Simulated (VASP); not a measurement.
# Sb (P2_1/m) in VASP: notebook

One crystal, Sb, is run at these levels: LDA; tasks: relaxation of cell and atoms.

All numbers are computed with VASP 6.6.1; they aren't measurements. Logs are shortened: lines on timing, memory, paths and dates and some standing lists are left out, and cuts for length are marked.

### 1 The crystal as given

The structure is monoclinic, space group P2_1/m (No. 11). The conventional cell has a = 3.122 Å, b = 4.348 Å, c = 4.406 Å, α = 90.00°, β = 90.51°, γ = 90.00°. Sb (site symmetry m) is surrounded by 6 Sb at 3.04 to 3.15 Å.

This isn't the form of Sb at room conditions, which is rhombohedral.

### 2 Relaxation of cell and atoms, LDA, target pressure 20 GPa, at which the enthalpy is minimised

INCAR reads:

```
PREC     = Accurate       # precision mode
ENCUT    = 600            # plane-wave cutoff, eV
EDIFF    = 1E-6           # SCF threshold, eV
ISMEAR   = -1             # smearing method
SIGMA    = 0.05           # smearing width, eV
LREAL    = F              # projectors in reciprocal space
LASPH    = T              # aspherical terms in the spheres
NELM     = 100            # most SCF steps
ALGO     = Normal         # electronic algorithm
ISIF     = 3              # what is computed and relaxed
LWAVE    = F              # write WAVECAR
LCHARG   = F              # write CHGCAR
IBRION   = 2              # ionic algorithm
NSW      = 40             # ionic steps
EDIFFG   = -0.01          # ionic threshold
PSTRESS  = 200
```

KPOINTS reads:

```
regular mesh
0
Gamma
  9 6 6
```

POSCAR reads:

```
Sb
1.0
    3.1224020000      0.0000000000      0.0000000000
    0.0000000000      4.3475180000      0.0000000000
   -0.0389150000      0.0000000000      4.4058520000
Sb
2
Direct
    0.0113890000      0.2500000000      0.2411660000
    0.9886110000      0.7500000000      0.7588340000
```

Potentials or basis: VASP PAW LDA potentials, release 64 (Sb).

The run is started by

```console
> cat potpaw_LDA.64/Sb/POTCAR > POTCAR
> mpirun -np 1 vasp_std > vasp.out
```

OUTCAR:

```text
PREC = Accurate
   ENCUT = 600
   EDIFF = 1E-6
   ISMEAR = -1
   LREAL = F
   LASPH = T
   NELM = 100
   ISIF = 3
   IBRION = 2
   NSW = 40
   EDIFFG = -0.01
   PSTRESS = 200

 ion  position               nearest neighbor table
   1  0.011  0.250  0.241-   2 3.04   2 3.04   2 3.15   2 3.15
   2  0.989  0.750  0.759-   1 3.04   1 3.04   1 3.15   1 3.15

  LATTYP: Found a simple monoclinic cell.
 ALAT       =     3.1224020000
 B/A-ratio  =     1.3923633152
 C/A-ratio  =     1.4111007668
 COS(beta)  =    -0.0088322263

  Lattice vectors:

 A1 = (   3.1224020000,   0.0000000000,   0.0000000000)
 A2 = (   0.0000000000,   4.3475180000,   0.0000000000)
 A3 = (  -0.0389150000,   0.0000000000,   4.4058520000)

Analysis of symmetry for initial positions (statically):
=====================================================================
 Subroutine PRICEL returns:
 Original cell was already a primitive cell.

 Routine SETGRP: Setting up the symmetry group for a
 simple monoclinic supercell.

 Subroutine GETGRP returns: Found  4 space group operations
 (whereof  2 operations were pure point group operations)
 out of a pool of  4 trial point group operations.

The static configuration has the point symmetry S_2 .
 The point group associated with its full space group is C_2h.

Analysis of symmetry for dynamics (positions and initial velocities):
=====================================================================
 Subroutine PRICEL returns:
 Original cell was already a primitive cell.

 Routine SETGRP: Setting up the symmetry group for a
 simple monoclinic supercell.

 Subroutine GETGRP returns: Found  4 space group operations
 (whereof  2 operations were pure point group operations)
 out of a pool of  4 trial point group operations.

The dynamic configuration has the point symmetry S_2 .
 The point group associated with its full space group is C_2h.

 Subroutine INISYM returns: Found  4 space group operations
 (whereof  2 operations are pure point group operations),
 and found     1 'primitive' translations

----------------------------------------------------------------------------------------

                                     Primitive cell

  volume of cell :      59.8081

  direct lattice vectors                    reciprocal lattice vectors
     3.122402000  0.000000000  0.000000000     0.320266257  0.000000000  0.002828774
     0.000000000  4.347518000  0.000000000     0.000000000  0.230016299  0.000000000
    -0.038915000  0.000000000  4.405852000     0.000000000  0.000000000  0.226970856

  length of vectors
     3.122402000  4.347518000  4.406023856     0.320278749  0.230016299  0.226970856

  position of ions in fractional coordinates (direct lattice)
     0.011389000  0.250000000  0.241166000
     0.988611000  0.750000000  0.758834000

  ion indices of the primitive-cell ions
   primitive index   ion index
                 1           1
                 2           2

----------------------------------------------------------------------------------------

 KPOINTS: regular mesh

Automatic generation of k-mesh.
 Grid dimensions read from file:
 generate k-points for:    9    6    6

 Generating k-lattice:

  Cartesian coordinates                     Fractional coordinates (reciprocal lattice)
     0.035585140  0.000000000  0.000314308     0.111111111  0.000000000  0.000000000
     0.000000000  0.038336050  0.000000000     0.000000000  0.166666667  0.000000000
     0.000000000  0.000000000  0.037828476     0.000000000  0.000000000  0.166666667

  Length of vectors
     0.035586528  0.038336050  0.037828476

  Shift w.r.t. Gamma in fractional coordinates (k-lattice)
     0.000000000  0.000000000  0.000000000

 Subroutine IBZKPT returns following result:
 ===========================================

 Found    112 irreducible k-points:

 Following reciprocal coordinates:
            Coordinates               Weight
  0.000000  0.000000  0.000000      1.000000
  0.111111  0.000000  0.000000      2.000000
  0.222222  0.000000  0.000000      2.000000
  0.333333  0.000000  0.000000      2.000000
  0.444444  0.000000  0.000000      2.000000
  0.000000  0.166667  0.000000      2.000000
[... 16 lines left out ...]
  0.222222  0.000000  0.166667      2.000000
  0.333333  0.000000  0.166667      2.000000
 [... further k-points ...]
   k-points           NKPTS =    112   k-points in BZ     NKDIM =    112   number of bands    NBANDS=      9
   number of dos      NEDOS =    301   number of ions     NIONS =      2
   total plane-waves  NPLWV =  36288
   dimension x,y,z NGX =    28 NGY =   36 NGZ =   36
   dimension x,y,z NGXF=    56 NGYF=   72 NGZF=   72
   ions per type =               2
   NGX,Y,Z   is equivalent  to a cutoff of  14.91, 13.77, 13.58 a.u.
   NGXF,Y,Z  is equivalent  to a cutoff of  29.82, 27.53, 27.17 a.u.
 SYSTEM =  unknown system
   PREC   = accura    normal or accurate (medium, high low for compatibility)
   ISTART =      0    job   : 0-new  1-cont  2-samecut
   ICHARG =      2    charge: 1-file 2-atom 10-const
   ISPIN  =      1    spin polarized calculation?
   LNONCOLLINEAR =      F non collinear calculations
   LSORBIT =      F    spin-orbit coupling
   LASPH  =      T    aspherical Exc in radial PAW
   ENCUT  =  600.0 eV  44.10 Ry    6.64 a.u.   6.24  8.68  8.80*2*pi/ulx,y,z
   NELM   =    100;   NELMIN=  2; NELMDL= -5     # of ELM steps
   EDIFF  = 0.1E-05   stopping-criterion for ELM
   LREAL  =      F    real-space projection
   EDIFFG = -.1E-01   stopping-criterion for IOM
   NSW    =     40    number of steps for IOM
   IBRION =      2    ionic relax: 0-MD 1-quasi-New 2-CG
   NFREE  =      1    steps in history (QN), initial steepest desc. (CG)
   ISIF   =      3    stress and relaxation
   ISYM   =      2    0-nonsym 1-usesym 2-fastsym
   POTIM  = 0.5000    time-step for ionic-motion
   TEBEG  =    0.0;   TEEND  =   0.0 temperature during run
   PSTRESS=  200.0 pullay stress
   NELECT =      10.0000    total number of electrons
   NUPDOWN=      -1.0000    fix difference up-down
   EMIN   =  10.00;   EMAX   =-10.00  energy-range for DOS
   EFERMI =   0.00;   METHOD = LEGACY
   ISMEAR =    -1;   SIGMA  =   0.05  broadening in eV -4-tet -1-fermi 0-gaus
   EFERMI_NEDOS =   21; number of points for ismear=-14 and -15
   IALGO  =     38    algorithm
   IMIX   =      4    mixing-type and parameters
     AMIX     =   0.40;   BMIX     =  1.00
     AMIX_MAG =   1.60;   BMIX_MAG =  1.00
  volume/ion in A,a.u.               =      29.90       201.80
  Fermi-wavevector in a.u.,A,eV,Ry     =   0.901893  1.704330 11.067117  0.813410
  Thomas-Fermi vector in A             =   2.025029
   LORBIT       =      0    0 simple, 1 ext, 2 COOP (PROOUT), +10 PAW based schemes
   GGA     = CA    functional components
   LHFCALC =     F    Hartree Fock is set to
   AEXX    =    0.0000 exact exchange contribution
   IVDW    =     0    specifies the selected vdW correction
   LEPSILON=     F    determine dielectric tensor
   LRPA    =     F    only Hartree local field effects (RPA)
 conjugate gradient relaxation of ions
 non-spin polarized calculation
  energy-cutoff  :      600.00
  volume of cell :       59.81
 maximum number of plane-waves:      2017
 NGX is ok and might be reduce to    28
   NGX = 13   NGY = 17   NGZ = 17

--------------------------------------- Ionic step        1  -------------------------------------------

 number of electron      10.0000000 magnetization

 Free energy of the ion-electron system (eV)
  ---------------------------------------------------
  ext. energy  EPLUGINS =         0.00000000
  ---------------------------------------------------
  free energy    TOTEN  =        -9.53271467 eV

  energy without entropy =       -9.51961566  energy(sigma->0) =       -9.52616516

 E-fermi :   7.0781     XC(G=0):  -9.7914

 val. band max:        7.0734415088   @ k =   0.4444   0.3333   0.1667
 cond. band min:       7.0862019009   @ k =  -0.4444   0.0000   0.3333
 fundamental gap:      0.0127603921
 Fermi energy:         7.0781250065

 k-point     1 :       0.0000    0.0000    0.0000
  band No.  band energies     occupation
      1      -5.4316      2.00000
      2      -0.4114      2.00000
      3       3.4076      2.00000
      4       3.5389      2.00000
      5       9.1099      0.00000
      6      10.0191      0.00000
      7      10.2437      0.00000
      8      10.3790      0.00000
      9      13.6199      0.00000
[... 265 lines left out ...]
 k-point    24 :       0.3333    0.0000    0.1667
  band No.  band energies     occupation
      1      -3.7794      2.00000
      2       0.3990      2.00000
      3       3.3931      2.00000
      4       5.0361      2.00000
      5       5.2202      2.00000
      6       7.1599      0.32640
      7      10.3545      0.00000
      8      10.5366      0.00000
      9      11.4765      0.00000

 [... further k-points ...]

------------------------ aborting loop because EDIFF is reached ----------------------------------------

  FORCE on cell =-STRESS in cart. coord.  units (eV):
  Direction    XX          YY          ZZ          XY          YZ          ZX
  --------------------------------------------------------------------------------------
  -------------------------------------------------------------------------------------
  Total       -1.0580482     -1.2946597     -1.2167460      0.0000000      0.0000000      0.0313337
  in kB      -28.3436594    -34.6821585    -32.5949560      0.0000000      0.0000000      0.8393878
  external PRESSURE =    -231.8735913 kB  Pullay stress =     200.0000000 kB
[... 97 lines left out ...]
  energy  without entropy=       -9.2151972806  energy(sigma->0) =       -9.21993819

  enthalpy is  TOTEN    =        -3.2090218845 eV   P V=        6.0156572168

[... ionic steps 4 to 19 ...]

--------------------------------------- Ionic step       20  -------------------------------------------

 number of electron      10.0000000 magnetization

------------------------ aborting loop because EDIFF is reached ----------------------------------------
[... 71 lines left out ...]
--------------------------------------- Ionic step       22  -------------------------------------------

 number of electron      10.0000000 magnetization

 Free energy of the ion-electron system (eV)
  ---------------------------------------------------
  ext. energy  EPLUGINS =         0.00000000
  ---------------------------------------------------
  free energy    TOTEN  =        -9.05757535 eV

  energy without entropy =       -9.05210333  energy(sigma->0) =       -9.05483934

 E-fermi :  10.7321     XC(G=0): -10.8844

 val. band max:       10.6946015431   @ k =   0.3333   0.0000   0.5000
 cond. band min:      10.7843825371   @ k =   0.0000   0.0000   0.3333
 fundamental gap:      0.0897809940
 Fermi energy:        10.7320919212

 k-point     1 :       0.0000    0.0000    0.0000
  band No.  band energies     occupation
      1      -4.0303      2.00000
      2       3.1794      2.00000
      3       5.4071      2.00000
      4       6.2895      2.00000
      5      11.8602      0.00000
      6      14.3515      0.00000
      7      14.4319      0.00000
      8      14.6080      0.00000
      9      17.7238      0.00000
[... 265 lines left out ...]
 k-point    24 :       0.3333    0.0000    0.1667
  band No.  band energies     occupation
      1      -1.8009      2.00000
      2       3.7443      2.00000
      3       5.9235      2.00000
      4       8.3275      2.00000
      5       8.3542      2.00000
      6      11.3834      0.00000
      7      14.3318      0.00000
      8      14.7397      0.00000
      9      15.4145      0.00000

 [... further k-points ...]

------------------------ aborting loop because EDIFF is reached ----------------------------------------

  FORCE on cell =-STRESS in cart. coord.  units (eV):
  Direction    XX          YY          ZZ          XY          YZ          ZX
  --------------------------------------------------------------------------------------
  -------------------------------------------------------------------------------------
  Total        5.7960778      5.8129422      5.8103431      0.0000000      0.0000000      0.0020633
  in kB      199.9832360    200.5651138    200.4754349      0.0000000      0.0000000      0.0711920
  external PRESSURE =       0.3412616 kB  Pullay stress =     200.0000000 kB
[... 21 lines left out ...]
  energy  without entropy=       -9.0521033348  energy(sigma->0) =       -9.05483934

  enthalpy is  TOTEN    =        -3.2610116958 eV   P V=        5.7965636583

 reached required accuracy - stopping structural energy minimisation
```

It took 3.4 min on 1 thread of Intel Xeon 6975P-C (Granite Rapids), shared host; peak memory 0.21 GiB.

Results:

| Quantity | Value |
| --- | --- |
| Free energy | -9.0576 eV |
| Relaxed volume | 23.22 Å³/atom |
| Relaxed cell | a = 2.855 Å, b = 3.915 Å, c = 4.155 Å, α = 90.00°, β = 90.02°, γ = 90.00° |
| Space group after relaxing (to 0.05 Å) | Pmmn (No. 59) |
| Energy change on relaxing (the enthalpy is what falls) | +237.6 meV/atom |
| Ionic steps | 22 |
| Pressure after relaxing | 20.0 GPa |
| Largest force after relaxing | 0.008 eV/Å |
| Band gap on the k mesh | none (metal or under the smearing width) |

Forces on the atoms (eV/Å):
```
Sb  -0.007  0.000  0.005
Sb   0.007  0.000 -0.005
```

The path:
| step | energy change (eV) | largest force (eV/Å) | pressure (GPa) | volume (Å³) |
| --- | --- | --- | --- | --- |
| 1 | 0.0000 | 0.0434 | -3.19 | 59.81 |
| 2 | 8.7324 | 2.3171 | 191.06 | 29.62 |
| 3 | 0.3080 | 0.4580 | 15.37 | 48.19 |
| 4 | 0.4022 | 0.5059 | 17.98 | 47.28 |
| 5 | 0.4804 | 0.5429 | 20.04 | 46.63 |
| 6 | 0.4507 | 0.5291 | 19.27 | 46.87 |
| 7 | 0.4535 | 0.2243 | 19.50 | 46.68 |
| 8 | 0.4596 | 0.1093 | 19.65 | 46.61 |
| 9 | 0.4609 | 0.0907 | 19.68 | 46.60 |
| 10 | 0.4982 | 0.0309 | 20.71 | 46.28 |
| 11 | 0.4934 | 0.0178 | 20.59 | 46.32 |
| 12 | 0.4483 | 0.0652 | 19.40 | 46.68 |
| 13 | 0.4612 | 0.0512 | 19.74 | 46.57 |
| 14 | 0.4582 | 0.0468 | 19.65 | 46.58 |
| 15 | 0.4568 | 0.0402 | 19.57 | 46.59 |
| 16 | 0.4566 | 0.0379 | 19.55 | 46.59 |
| 17 | 0.5163 | 0.0141 | 21.10 | 46.12 |
| 18 | 0.4759 | 0.0300 | 20.07 | 46.43 |
| 19 | 0.4755 | 0.0302 | 20.05 | 46.43 |
| 20 | 0.4732 | 0.0131 | 19.98 | 46.45 |
| 21 | 0.4728 | 0.0107 | 19.97 | 46.45 |
| 22 | 0.4751 | 0.0084 | 20.03 | 46.44 |

Final structure:
```
Sb
1.0
     2.85451    0.00000    0.01176
     0.00000    3.91518    0.00000
    -0.01885    0.00000    4.15489
Sb
2
Direct
  0.00987 0.25000 0.24991
  0.99013 0.75000 0.75009
```

Levels at points of the mesh, in eV from the Fermi level:
```tsv
k point	band 3	band 4	band 5	band 6	band 7	band 8
(0.00, 0.00, 0.00)	-5.32	-4.44	1.13	3.62	3.70	3.88
(0.00, 0.50, 0.00)	-2.41	-2.41	-1.66	-1.66	6.12	6.12
(0.00, 0.00, 0.50)	-1.83	-1.82	-0.83	-0.83	5.91	5.92
(0.00, 0.50, 0.50)	-7.63	-7.63	6.45	6.45	6.64	6.64
```

Caveat: the cell is relaxed towards a set pressure, so the enthalpy falls and the energy may rise; the volume moved by over 15 % at a fixed basis, so the end points are rough. Spin-orbit coupling is left out, which matters for the levels of Sb.

### 3 Relaxation of cell and atoms, LDA, target pressure 30 GPa, at which the enthalpy is minimised

INCAR: that of step 2 with these lines changed.

```diff
@@ -15,2 +15,2 @@
 EDIFFG   = -0.01          # ionic threshold
-PSTRESS  = 200
+PSTRESS  = 300
```

KPOINTS is that of step 2.

POSCAR is that of step 2.

Potentials or basis: VASP PAW LDA potentials, release 64 (Sb).

The run is started by

```console
> cat potpaw_LDA.64/Sb/POTCAR > POTCAR
> mpirun -np 1 vasp_std > vasp.out
```

It took 4.1 min on 1 thread of Intel Xeon 6975P-C (Granite Rapids), shared host; peak memory 0.22 GiB.

Results (log left out):

```yaml
Free_energy: -8.6411 eV
Relaxed_volume: 21.87 Å³/atom
Relaxed_cell: a = 2.789 Å, b = 3.759 Å, c = 4.172 Å, α = 90.00°, β = 89.90°, γ = 90.00°
Space_group_after_relaxing_to_0.05_Å: Pmmn (No. 59)
Energy_change_on_relaxing_the_enthalpy_is_what_falls: +445.8 meV/atom
Ionic_steps: 25
Pressure_after_relaxing: 30.0 GPa
Largest_force_after_relaxing: 0.010 eV/Å
Band_gap_on_the_k_mesh: none (metal or under the smearing width)
```

Forces on the atoms (eV/Å):
```
Sb  -0.004  0.000  0.009
Sb   0.004  0.000 -0.009
```

Step by step:
```
step  energy change (eV)  largest force (eV/Å)  pressure (GPa)  volume (Å³)
   1              0.0000                0.0434           -3.19        59.81
   2             29.7341                4.7612          652.80        20.62
   3              0.3368                0.4774           16.18        47.90
   4              0.5363                0.5736           21.47        46.19
   5              0.9175                0.7307           30.63        43.83
   6              0.8636                0.7100           29.39        44.12
   7              0.8727                0.1266           29.86        43.91
   8              0.8745                0.0964           29.90        43.90
   9              0.8896                0.0486           30.29        43.80
  10              0.8912                0.0622           30.33        43.79
  11              0.8514                0.0840           29.42        44.00
  12              0.8381                0.0900           29.11        44.07
  13              0.8416                0.0841           29.19        44.04
  14              0.8542                0.0645           29.46        43.96
  15              0.8846                0.0622           29.91        43.79
  16              0.9665                0.0201           31.05        43.37
  17              0.9019                0.0525           30.15        43.70
  18              0.8922                0.0575           30.01        43.75
  19              0.8903                0.0356           29.98        43.75
  20              0.8897                0.0263           29.97        43.76
  21              0.8918                0.0151           30.01        43.74
  22              0.8957                0.0066           30.09        43.72
  23              0.8902                0.0129           29.95        43.75
  24              0.8905                0.0125           29.95        43.75
  25              0.8916                0.0095           29.96        43.75
```

Final structure:
```xyz
2
Lattice="2.7891 0.0000 0.0144 0.0000 3.7591 0.0000 -0.0145 0.0000 4.1724" Properties=species:S:1:pos:R:3 pbc="T T T"
Sb    0.0282    0.9398    1.0429
Sb    2.7463    2.8193    3.1440
```

Levels at points of the mesh, in eV from the Fermi level:
```csv
k point,band 2,band 3,band 4,band 5,band 6,band 7,band 8,band 9
"(0.00, 0.00, 0.00)",-7.63,-5.93,-4.29,1.08,3.75,4.05,4.18,7.19
"(0.00, 0.50, 0.00)",-12.67,-2.74,-2.74,-2.05,-2.05,6.72,6.72,9.55
"(0.00, 0.00, 0.50)",-13.10,-1.65,-1.65,-0.50,-0.50,6.33,6.34,6.90
"(0.00, 0.50, 0.50)",-11.55,-8.06,-8.06,6.38,6.38,7.26,7.26,9.29
```

Caveat: the cell is relaxed towards a set pressure, so the enthalpy falls and the energy may rise; the volume moved by over 15 % at a fixed basis, so the end points are rough. The run has no spin-orbit coupling, so splittings on Sb are missing.
